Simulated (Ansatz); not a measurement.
KF (CsCl type) under strain

KF, CsCl type, relaxed with r2SCAN in Ansatz. It is cubic, Pm-3m (No. 221); conventional cell a = 3.179 Å, 16.06 Å³ an atom. Around K lie 8 F at 2.75 Å; around F lie 8 K at 2.75 Å.

The axes x, y and z are those of this cell:
```xyz
2
Lattice="3.1789 0.0000 0.0000 0.0000 3.1789 0.0000 0.0000 0.0000 3.1789" Properties=species:S:1:pos:R:3 pbc="T T T"
K     0.0000    0.0000    0.0000
F     1.5894    1.5894    1.5894
```

Unstrained: The PBE gap is indirect, 6.816 eV (M to Γ), below the direct gap of 6.852 eV at Γ. With r2SCAN the valence top lies at M and the conduction bottom at Γ, 7.724 eV higher; the smallest vertical gap, at Γ, is 7.755 eV. With HSE06 the valence top lies at M and the conduction bottom at Γ, 8.918 eV higher; the smallest vertical gap, at Γ, is 8.948 eV. Meshes: PBE 8×8×8, r2SCAN 8×8×8, HSE06 6×6×6. Strains are changes of length per length. After each strain the atoms were relaxed again with r2SCAN within the symmetry that the strain leaves, so tilts or polar shifts that break it weren't tested; points keep the names that they have in the unstrained zone. No spin polarisation and no zero-point or thermal motion; the cell was built from a prototype and may be hypothetical.

Changes of the least gap in eV (an overlap counts as a negative gap):

| strain | volume change (%) | space group | PBE | r2SCAN | HSE06 | energy rise, r2SCAN (meV/atom) |
| --- | --- | --- | --- | --- | --- | --- |
| isotropic -1.52 % on every length | -4.5 | Pm-3m | +0.366 | +0.389 | +0.396 | 4.8 |
| biaxial +1.5 % in x and y, z held | +3.0 | P4/mmm | -0.259 | -0.272 | -0.276 | 2.5 |

Isotropic -1.52 % on every length. HSE06: the gap goes from 8.918 to 9.314 eV (+0.396 eV). Stress change with r2SCAN, compression positive: xx +2.20, yy +2.20, zz +2.20 GPa. For HSE06, dE_g/d ln V = -8.6 eV over this step.

Biaxial +1.5 % in x and y, z held. HSE06: the gap goes from 8.918 to 8.642 eV (-0.276 eV). Stress change with r2SCAN, compression positive: xx -1.63, yy -1.63, zz -0.28 GPa.

The meshes of the hybrids are coarse, so their gaps aren't converged to the digits shown.
